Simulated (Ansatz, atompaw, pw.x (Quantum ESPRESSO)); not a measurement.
**Equation-of-state test of one PAW (atompaw) potential (titanium (Ti))**

titanium (Ti), PAW, made with atompaw 4.2.0.5 (PBE, scalar-relativistic). Core [Ar], reference 3d2 4s2 4p0. Waves: 4s (bound): rc 3.00 bohr; 4s channel at 0.4 Ry: rc 2.15 bohr; 4p (bound, empty): rc 3.00 bohr; 4p channel at 0.55 Ry: rc 3.00 bohr; 3d (bound): rc 1.75 bohr; 3d channel at 3.1 Ry: rc 1.75 bohr. Local part: bessel scheme, radius 2.50 bohr. Core correction: smooth core density matched at 2.65 bohr. Augmentation charge: besselshape compensation charge, radius 2.65 bohr; PAW radius 3.00 bohr; waves and projectors: custom polynom vanderbiltortho.

Atomic tests: cutoffs needed: 30 Ry and 50 Ry (the cutoffs (Ry, on a coarse ladder) from which the occupation-weighted sum of valence levels, in a spherical-Bessel basis at the reference potential, stays within 10 and 1 mRy of its value at 400 Ry); ghost test: ghost state, extra bound levels that the all-electron valence spectrum of the same l lacks: s at -3.5 eV; a true bound ghost makes a file unfit for plane-wave use (spherical-Bessel basis up to 400 Ry, 20 bohr box); lowest eigenvalue of the overlap operator: 0.03 (s channel).

Crystal test: fcc Ti in pw.x 7.5, no spin, 14³ k-points, Fermi–Dirac smearing 0.01 Ry, cutoffs 60/600 Ry. The reference is all-electron LAPW (Ansatz 0.2.0) with the same functional, mesh and smearing; V0 and B0 come from Birch–Murnaghan fits to the pressures at five volumes. Errors are pseudo minus all-electron; Δ is the rms difference of the E(V) curves that follow from these fits, minima aligned, over ±6 % about the mean V0. Mesh and smearing are coarse, so the numbers serve the comparison and aren't converged zero-temperature values; the lattice is a test structure that the element need not adopt.

```tsv
V (Å³/atom)	P all-electron (GPa)	P pseudo (GPa)
16.608	5.83	10.60
17.045	2.70	6.93
17.482	-0.10	3.65
17.919	-2.60	0.73
18.356	-4.83	-1.88
```

All-electron: a0 = 4.119 Å (V0 = 17.47 Å³/atom), B0 = 106.1 GPa.

Pseudopotential: mean pressure error (GPa): +3.81; a0 (Å): 4.163; a0 error (%): +1.08; B0 error (%): +4.2; Δ (meV/atom): 13.7. The largest radius (3.00 bohr) exceeds half the bond length (2.75 bohr), so the spheres overlap, which is one possible source of error among others. This is a poor potential for the solid. Note: ghost state, extra bound levels that the all-electron valence spectrum of the same l lacks: s at -3.5 eV. A true bound ghost makes a file unfit for plane-wave use.

**Question.** At the middle volume, how do free energy and pressure move when the wave cutoff is lowered (ecutrho held at 600 Ry)?

**Answer.**

```json
{"cutoff (Ry)": "27", "shift of F (meV/atom)": "+91.1", "shift of P (GPa)": "-5.11"}
{"cutoff (Ry)": "36", "shift of F (meV/atom)": "+32.1", "shift of P (GPa)": "-0.03"}
{"cutoff (Ry)": "48", "shift of F (meV/atom)": "+10.0", "shift of P (GPa)": "-0.52"}
```

Input at the middle volume:

```
&control
  calculation='scf', prefix='x', pseudo_dir='./', outdir='./tmp', tstress=.true., disk_io='none'
/
&system
  ibrav=0, nat=1, ntyp=1, ecutwfc=60, ecutrho=600, nbnd=9,
  occupations='smearing', smearing='fd', degauss=0.01
/
&electrons
  conv_thr=1e-09, mixing_beta=0.4, electron_maxstep=70
/
ATOMIC_SPECIES
Ti 1.0 Ti.UPF
CELL_PARAMETERS angstrom
  0.00000000 2.05993590 2.05993590
  2.05993590 0.00000000 2.05993590
  2.05993590 2.05993590 0.00000000
ATOMIC_POSITIONS crystal
Ti 0.0000 0.0000 0.0000
K_POINTS automatic
14 14 14 0 0 0
```

```bash
pw.x < Ti.scf.in > Ti.scf.out
```

Lines of the output:

```
Message from routine setup:
     using ibrav=0 with symmetry is DISCOURAGED, use correct ibrav instead
     lattice parameter (alat)  =       5.5051  a.u.
     unit-cell volume          =     117.9744 (a.u.)^3
     number of electrons       =         4.00
     number of Kohn-Sham states=            9
     kinetic-energy cutoff     =      60.0000  Ry
     charge density cutoff     =     600.0000  Ry
     scf convergence threshold =      1.0E-09
     Exchange-correlation= SLA PW PBX PBC
     number of k points=   104  Fermi-Dirac smearing, width (Ry)=  0.0100
     iteration #  1     ecut=    60.00 Ry     beta= 0.40
     total energy              =     -87.57783905 Ry
     estimated scf accuracy    <       0.03364131 Ry
     iteration #  2     ecut=    60.00 Ry     beta= 0.40
     total energy              =     -87.58341197 Ry
     estimated scf accuracy    <       0.00087017 Ry
     iteration #  3     ecut=    60.00 Ry     beta= 0.40
     total energy              =     -87.58353517 Ry
     estimated scf accuracy    <       0.00012668 Ry
     iteration #  4     ecut=    60.00 Ry     beta= 0.40
     total energy              =     -87.58357660 Ry
     estimated scf accuracy    <       0.00002610 Ry
     iteration #  5     ecut=    60.00 Ry     beta= 0.40
     total energy              =     -87.58358080 Ry
     estimated scf accuracy    <       0.00003164 Ry
     iteration #  6     ecut=    60.00 Ry     beta= 0.40
     total energy              =     -87.58351163 Ry
     estimated scf accuracy    <       0.00246347 Ry
     iteration #  7     ecut=    60.00 Ry     beta= 0.40
     total energy              =     -87.58357394 Ry
     estimated scf accuracy    <       0.00000484 Ry
     iteration #  8     ecut=    60.00 Ry     beta= 0.40
     total energy              =     -87.58357484 Ry
     estimated scf accuracy    <       0.00000005 Ry
     [... 2 iterations left out ...]
     iteration # 11     ecut=    60.00 Ry     beta= 0.40
     total energy              =     -87.58357553 Ry
     estimated scf accuracy    <       0.00000070 Ry
     iteration # 12     ecut=    60.00 Ry     beta= 0.40
     total energy              =     -87.58357553 Ry
     estimated scf accuracy    <       0.00000066 Ry
     iteration # 13     ecut=    60.00 Ry     beta= 0.40
     total energy              =     -87.58357553 Ry
     estimated scf accuracy    <       0.00000052 Ry
     iteration # 14     ecut=    60.00 Ry     beta= 0.40
     total energy              =     -87.58357551 Ry
     estimated scf accuracy    <       0.00000042 Ry
     iteration # 15     ecut=    60.00 Ry     beta= 0.40
     total energy              =     -87.58357551 Ry
     estimated scf accuracy    <       0.00000008 Ry
     iteration # 16     ecut=    60.00 Ry     beta= 0.40
     total energy              =     -87.58357551 Ry
     estimated scf accuracy    <          3.6E-09 Ry
     iteration # 17     ecut=    60.00 Ry     beta= 0.40
     total energy              =     -87.58357551 Ry
     estimated scf accuracy    <          1.2E-09 Ry
     iteration # 18     ecut=    60.00 Ry     beta= 0.40
     the Fermi energy is     8.4185 ev
!    total energy              =     -87.58357551 Ry
     estimated scf accuracy    <          1.0E-12 Ry
     smearing contrib. (-TS)   =      -0.00768880 Ry
     The total energy is F=E-TS. E is the sum of the following terms:
     one-electron contribution =       5.78730234 Ry
     hartree contribution      =       0.14979909 Ry
     xc contribution           =      -2.92893716 Ry
     ewald contribution        =      -9.42244669 Ry
     one-center paw contrib.   =     -81.16160429 Ry
     convergence has been achieved in  18 iterations
          total   stress  (Ry/bohr**3)                   (kbar)     P=       36.52
     Message from routine punch:
     Nothing written, as per user request (disk_io='none')
```

The run at the middle volume (104 k-points, 18 iterations) took about 18 s on one core of a shared host (AMD EPYC 9R45 96-Core Processor, 96 threads, 376 GiB, load 37).
